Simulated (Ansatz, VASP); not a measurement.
# Ni: VASP beside Ansatz

The input INCAR:

```
  PREC = Accurate
  ENCUT = 520
  EDIFF = 1E-6
  ISMEAR = 0
  SIGMA = 0.05
  LREAL = F
  LASPH = T
  NELM = 150
  ALGO = Normal
  ISIF = 2
  LWAVE = F
  LCHARG = F
  ISPIN = 2
  MAGMOM = 0.73
  LORBIT = 11
  LMAXMIX = 4
  GGA = PS
  NBANDS = 15
```

The input KPOINTS:

```
Automatic mesh
0
Gamma
  20 20 20
```

POSCAR

```
Ni
1.0
    0.0000000000      1.7315663749      1.7315663749
    1.7315663749      0.0000000000      1.7315663749
    1.7315663749      1.7315663749      0.0000000000
Ni
1
Direct
    0.0000000000      0.0000000000      0.0000000000
```

Input for Ansatz:

```yaml
crystal:
  lattice:
    - [0.0, 1.7315663749, 1.7315663749]
    - [1.7315663749, 0.0, 1.7315663749]
    - [1.7315663749, 1.7315663749, 0.0]
  atoms:
    - { symbol: Ni, position: [0.0, 0.0, 0.0], spin: 0.73 }
basis:
  ecutwfc: 420
  ecutrho_ratio: 4
kpoints:
  mp_grid: { grid: [20, 20, 20] }
hamiltonian:
  xc: pbesol
scf:
  occupations: { method: gaussian, width: 0.05 }
output:
  forces: true
  stress: true
  eigenvalues: true
  populations: true
magnetization:
  spin_polarized: true
```

Alike in both runs: task single point; functional PBEsol; k mesh 20 × 20 × 20; occupations gaussian, width 0.05 eV; collinear spin.

|  | VASP | Ansatz |
| --- | --- | --- |
| version | VASP 6.6.1 | Ansatz 0.2.0 |
| potentials or method | VASP PAW PBE potentials, release 64 (Ni) | scalar-relativistic, plane waves, PAW |
| plane-wave cutoff (eV) | 520 | 420 |
| valence electrons in the cell | 10 | 18 |

```csv
,VASP,Ansatz,Ansatz less VASP
pressure (GPa),-0.2,0.0,+0.14
net moment per atom (μB),0.62,0.64,+0.014
size of the moment on the site where the two differ most (μB),0.63,0.67,+0.043
```

Site moments also hang on the region over which each program counts them. The functional is the same, so the differences come from potentials, cutoffs and numerics. The two sets of potentials don't hold the same shells in valence.

Caveats: the PAW data sets were made with another functional, which shifts forces and pressure a little (VASP).
